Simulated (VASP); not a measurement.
# Hg (C2/m) in VASP: notebook

One crystal, Hg, is run at these levels: r2SCAN; tasks: single point.

All numbers are computed with VASP 6.6.1; they aren't measurements. Logs are shortened: lines on timing, memory, paths and dates and some standing lists are left out, and cuts for length are marked.

### 1 Starting point

The structure is monoclinic, space group C2/m (No. 12). Conventional cell: a = 4.249 Å, b = 5.345 Å, c = 3.583 Å, α = 90.00°, β = 126.18°, γ = 90.00°. Hg (site symmetry 2/m) is surrounded by 8 Hg at 3.41 to 3.59 Å.

### 2 Single point, r2SCAN

File INCAR:

```
SYSTEM = Hg
PREC = Normal
ENCUT = 460
EDIFF = 1E-6
ISMEAR = 0
SIGMA = 0.1
LREAL = .FALSE.
LASPH = .TRUE.
NELM = 100
ALGO = Normal
ISIF = 2
LWAVE = .FALSE.
LCHARG = .FALSE.
METAGGA = R2SCAN
LMIXTAU = .TRUE.
NBANDS = 12
ADDGRID = .FALSE.
```

File KPOINTS:

```
Automatic mesh
0
G
  4 4 4
  0 0 0
```

File POSCAR:

```
Hg
1.0
    2.1243184923     -2.6725824964      0.0000000000
    2.1243184923      2.6725824964      0.0000000000
   -2.1151288124      0.0000000000      2.8921990043
Hg
1
Direct
    0.0000000000      0.0000000000      0.0000000000
```

Potentials or basis: VASP PAW PBE potentials, release 64 (Hg).

On the command line:

```bash
$ cat potpaw_PBE.64/Hg/POTCAR > POTCAR
$ mpirun -np 1 vasp_std > vasp.out
```

OUTCAR:

```text
SYSTEM = Hg
   PREC = Normal
   ENCUT = 460
   EDIFF = 1E-6
   ISMEAR = 0
   LREAL = .FALSE.
   LASPH = .TRUE.
   NELM = 100
   ISIF = 2
   METAGGA = R2SCAN

 Found     24 irreducible k-points:

 Following reciprocal coordinates:
            Coordinates               Weight
  0.000000  0.000000  0.000000      1.000000
  0.250000  0.000000  0.000000      4.000000
  0.500000  0.000000  0.000000      2.000000
  0.250000  0.250000  0.000000      2.000000
  0.500000  0.250000  0.000000      4.000000
 -0.250000  0.250000  0.000000      2.000000
   k-points           NKPTS =     24   k-points in BZ     NKDIM =     24   number of bands    NBANDS=     12
   number of dos      NEDOS =    301   number of ions     NIONS =      1
   total plane-waves  NPLWV =   6480
   dimension x,y,z NGX =    18 NGY =   18 NGZ =   20
   dimension x,y,z NGXF=    36 NGYF=   36 NGZF=   40
   ions per type =               1
   NGX,Y,Z   is equivalent  to a cutoff of   8.77,  8.77,  9.28 a.u.
   NGXF,Y,Z  is equivalent  to a cutoff of  17.53, 17.53, 18.56 a.u.
 SYSTEM =  Hg
   PREC   = normal    normal or accurate (medium, high low for compatibility)
   ISTART =      0    job   : 0-new  1-cont  2-samecut
   ICHARG =      2    charge: 1-file 2-atom 10-const
   ISPIN  =      1    spin polarized calculation?
   LNONCOLLINEAR =      F non collinear calculations
   LSORBIT =      F    spin-orbit coupling
   LASPH  =      T    aspherical Exc in radial PAW
   ENCUT  =  460.0 eV  33.81 Ry    5.81 a.u.   5.97  5.97  6.27*2*pi/ulx,y,z
   NELM   =    100;   NELMIN=  2; NELMDL= -5     # of ELM steps
   EDIFF  = 0.1E-05   stopping-criterion for ELM
   LREAL  =      F    real-space projection
   EDIFFG = 0.1E-04   stopping-criterion for IOM
   NSW    =      0    number of steps for IOM
   IBRION =     -1    ionic relax: 0-MD 1-quasi-New 2-CG
   NFREE  =      0    steps in history (QN), initial steepest desc. (CG)
   ISIF   =      2    stress and relaxation
   ISYM   =      2    0-nonsym 1-usesym 2-fastsym
   POTIM  = 0.5000    time-step for ionic-motion
   TEBEG  =    0.0;   TEEND  =   0.0 temperature during run
   PSTRESS=    0.0 pullay stress
   NELECT =      12.0000    total number of electrons
   NUPDOWN=      -1.0000    fix difference up-down
   EMIN   =  10.00;   EMAX   =-10.00  energy-range for DOS
   EFERMI =   0.00;   METHOD = LEGACY
   ISMEAR =     0;   SIGMA  =   0.10  broadening in eV -4-tet -1-fermi 0-gaus
   EFERMI_NEDOS =   21; number of points for ismear=-14 and -15
   IALGO  =     38    algorithm
   IMIX   =      4    mixing-type and parameters
     AMIX     =   0.40;   BMIX     =  1.00
     AMIX_MAG =   1.60;   BMIX_MAG =  1.00
  volume/ion in A,a.u.               =      32.84       221.62
  Fermi-wavevector in a.u.,A,eV,Ry     =   1.170395  2.211725 18.637577  1.369823
  Thomas-Fermi vector in A             =   2.306854
   LORBIT       =      0    0 simple, 1 ext, 2 COOP (PROOUT), +10 PAW based schemes
   METAGGA = R2SCAN    functional components
   LHFCALC =     F    Hartree Fock is set to
   AEXX    =    0.0000 exact exchange contribution
   IVDW    =     0    specifies the selected vdW correction
   LEPSILON=     F    determine dielectric tensor
   LRPA    =     F    only Hartree local field effects (RPA)
 non-spin polarized calculation
 Gauss-broadening in eV      SIGMA  =   0.10
  energy-cutoff  :      460.00
  volume of cell :       32.84
 maximum number of plane-waves:       762
   NGX = 11   NGY = 11   NGZ = 13

 number of electron      12.0000012 magnetization

 Free energy of the ion-electron system (eV)
  ---------------------------------------------------
  ext. energy  EPLUGINS =         0.00000000
  ---------------------------------------------------
  free energy    TOTEN  =       -49.29975634 eV

  energy without entropy =      -49.29667227  energy(sigma->0) =      -49.29821431

 E-fermi :   0.2778     XC(G=0):  -9.5722

 val. band max:       -0.0383694579   @ k =   0.5000   0.5000   0.2500
 cond. band min:       0.3312329764   @ k =   0.5000   0.0000   0.0000
 fundamental gap:      0.3696024343
 Fermi energy:         0.2778200087

 k-point     1 :       0.0000    0.0000    0.0000
  band No.  band energies     occupation
      1      -6.4776      2.00000
      2      -6.3035      2.00000
      3      -6.0832      2.00000
      4      -6.0595      2.00000
      5      -5.7482      2.00000
      6      -5.6261      2.00000
      7      12.6039      0.00000
      8      12.8107      0.00000
      9      13.2487      0.00000
     10      14.6303      0.00000
     11      14.8754      0.00000
     12      17.0388      0.00000

 k-point     2 :       0.2500    0.0000    0.0000
  band No.  band energies     occupation
      1      -6.3493      2.00000
      2      -6.2033      2.00000
      3      -5.7870      2.00000
      4      -5.7747      2.00000
      5      -5.6706      2.00000
      6      -4.9982      2.00000
      7       6.1520      0.00000
      8      10.2371      0.00000
      9      11.7439      0.00000
     10      13.3388      0.00000
     11      15.2540      0.00000
     12      15.5593      0.00000

 k-point     3 :       0.5000    0.0000    0.0000
  band No.  band energies     occupation
      1      -6.4789      2.00000
      2      -6.3342      2.00000
      3      -5.7974      2.00000
      4      -5.6485      2.00000
      5      -5.3742      2.00000
      6      -1.6353      2.00000
      7       0.3312      0.45002
      8       8.5624      0.00000
      9      10.6195      0.00000
     10      12.7874      0.00000
     11      14.7452      0.00000
     12      17.1427      0.00000

 k-point     4 :       0.2500    0.2500    0.0000
  band No.  band energies     occupation
      1      -6.2607      2.00000
      2      -6.0990      2.00000
      3      -5.8561      2.00000
      4      -5.7652      2.00000
      5      -5.6661      2.00000
      6      -2.6509      2.00000
      7       3.5524      0.00000
      8       5.3646      0.00000
      9       8.9778      0.00000
     10      15.3196      0.00000
     11      15.3422      0.00000
     12      17.2534      0.00000

 k-point     5 :       0.5000    0.2500    0.0000
  band No.  band energies     occupation
      1      -6.3206      2.00000
      2      -6.1452      2.00000
      3      -5.8169      2.00000
      4      -5.7734      2.00000
      5      -5.5438      2.00000
      6      -1.9655      2.00000
      7       2.7623      0.00000
      8       5.6206      0.00000
      9       8.6619      0.00000
     10      13.7976      0.00000
     11      15.1670      0.00000
     12      18.1097      0.00000

 k-point     6 :      -0.2500    0.2500    0.0000
  band No.  band energies     occupation
      1      -6.2249      2.00000
      2      -6.1908      2.00000
      3      -5.8205      2.00000
      4      -5.7516      2.00000
      5      -5.7260      2.00000
      6      -4.8124      2.00000
      7       7.5610      0.00000
      8       9.5493      0.00000
      9      10.2602      0.00000
     10      12.4139      0.00000
     11      13.4679      0.00000
     12      15.9048      0.00000

 [... further k-points ...]

------------------------ aborting loop because EDIFF is reached ----------------------------------------

  FORCE on cell =-STRESS in cart. coord.  units (eV):
  Direction    XX          YY          ZZ          XY          YZ          ZX
  --------------------------------------------------------------------------------------
  -------------------------------------------------------------------------------------
  Total       -0.1950266     -0.0753374     -0.4643946      0.0000000      0.0000000     -0.0003185
  in kB       -9.5147068     -3.6754657    -22.6562926      0.0000000      0.0000000     -0.0155387
  external PRESSURE =     -11.9488217 kB  Pullay stress =       0.0000000 kB

 VOLUME and BASIS-vectors are now :
 -----------------------------------------------------------------------------
  energy-cutoff  :      460.00
  volume of cell :       32.84
      direct lattice vectors                 reciprocal lattice vectors
     2.124318492 -2.672582496  0.000000000     0.235369603 -0.187084964  0.172130973
     2.124318492  2.672582496  0.000000000     0.235369603  0.187084964  0.172130973
    -2.115128812  0.000000000  2.892199004     0.000000000  0.000000000  0.345757674

 POSITION                                       TOTAL-FORCE (eV/Angst)
 -----------------------------------------------------------------------------------
      0.00000      0.00000      0.00000         0.000000      0.000000      0.000000
 -----------------------------------------------------------------------------------
    total drift:                                0.000000      0.000000      0.000000

  FREE ENERGIE OF THE ION-ELECTRON SYSTEM (eV)
  ---------------------------------------------------
  free  energy   TOTEN  =       -49.2997563439 eV

  energy  without entropy=      -49.2966722678  energy(sigma->0) =      -49.29821431
```

Run time: 20 s. Hardware: 1 thread of Intel Xeon Platinum 8259CL at 2.50GHz (Skylake/Cascade Lake), shared host; peak memory 0.12 GiB.

The run converged, but some of its settings lie outside the range that counts as converged, so its numbers aren't taken as properties of the crystal.

Results:

```
Free energy            : -49.2998 eV
Pressure               : -1.2 GPa
Band gap on the k mesh : none (metal or under the smearing width)
```

Caveat: the k mesh is coarse (spacing up to 0.54 Å⁻¹), so the values aren't converged; the PAW data sets were made with another functional, which shifts forces and pressure a little.

### 3 Single point, r2SCAN

Changes to INCAR since step 2:

```diff
@@ -1,3 +1,3 @@
 SYSTEM = Hg
-PREC = Normal
+PREC = Accurate
 ENCUT = 460
@@ -6,3 +6,3 @@
 SIGMA = 0.1
-LREAL = .FALSE.
+LREAL = Auto
 LASPH = .TRUE.
```

KPOINTS is that of step 2.

POSCAR is that of step 2.

Potentials or basis: VASP PAW PBE potentials, release 64 (Hg).

On the command line:

```bash
$ cat potpaw_PBE.64/Hg/POTCAR > POTCAR
$ mpirun -np 1 vasp_std > vasp.out
```

It took 31 s on 1 thread of Intel Xeon Platinum 8259CL at 2.50GHz (Skylake/Cascade Lake), shared host; peak memory 0.15 GiB.

These settings aren't checked as converged: the numbers below hold their error.

What came out:

* Free energy: -49.3004 eV
* Pressure: -1.2 GPa
* Band gap on the k mesh: none (metal or under the smearing width)

Caveat: the k mesh is coarse (spacing up to 0.54 Å⁻¹), so the values aren't converged; the PAW data sets were made with another functional, which shifts forces and pressure a little.

(Continued in part 2 of 2.)
